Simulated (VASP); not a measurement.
The input files of a VASP run:

**KPOINTS**
```
Automatic mesh
0
Gamma
12 12 9
0 0 0
```

### POSCAR
```
CoPt
7.40
  0.3635135135   0.0000000000   0.0000000000
  0.0000000000   0.3635135135   0.0000000000
  0.0000000000   0.0000000000   0.5000000000
Co Pt
1 1
Cart
  0.0000000000   0.0000000000   0.0000000000
  0.1817567568   0.1817567568   0.2500000000
```

INCAR:
```
MAGMOM = 2.0 0.0
LCHARG = .FALSE.
PREC = Accurate
NELM = 100
LORBIT = 10
LREAL = .FALSE.   # projection in real space or not
ISIF = 2   # forces and stress, cell fixed
LMAXMIX = 6   # l cut-off of mixed one-centre charges
ISMEAR = 1
ALGO = Conjugate
LASPH = .TRUE.
ISPIN = 2   # spin-polarised
ENCUT = 400
LWAVE = .FALSE.
SIGMA = 0.1   # width (eV)
SYSTEM = CoPt
GGA = PE   # PBE
EDIFF = 1E-6   # SCF stop (eV)
```

POTCAR, in this order: Co Pt (PBE.64 set). Program: vasp_std.

Problem. Translate this PBE calculation to Ansatz.

Solution. One equivalent input (not run):
Ansatz 0.2 input:
```yaml
crystal:
  lattice:
    - [2.6900000, 0.0000000, 0.0000000]
    - [0.0000000, 2.6900000, 0.0000000]
    - [0.0000000, 0.0000000, 3.7000000]
  atoms:
    - { symbol: Co, position: [0.0000000, 0.0000000, 0.0000000], spin: 2 }
    - { symbol: Pt, position: [0.5000000, 0.5000000, 0.5000000] }
kpoints:
  mp_grid: { grid: [12, 12, 9] }
hamiltonian:
  xc: pbe
  pseudopotentials: { kind: paw }
magnetization: { spin_polarized: true }
scf:
  occupations: { method: methfessel_paxton, width: 0.1 }
  max_iter: 100
output: { forces: true, stress: true, eigenvalues: true }
```
What does not carry over: each code has its own PAW files, so the cut-off isn't converted (ENCUT is set for VASP's; basis.ecutwfc is left out, and Ansatz then takes the one that its files recommend); Ansatz stops its SCF on the density residual and VASP on the energy change (EDIFF).

The compound is CoPt in the L1_0 structure. The cell was not relaxed at this level. The run is one of a series of settings (ALGO = Conjugate against the base run), some of them coarse on purpose.
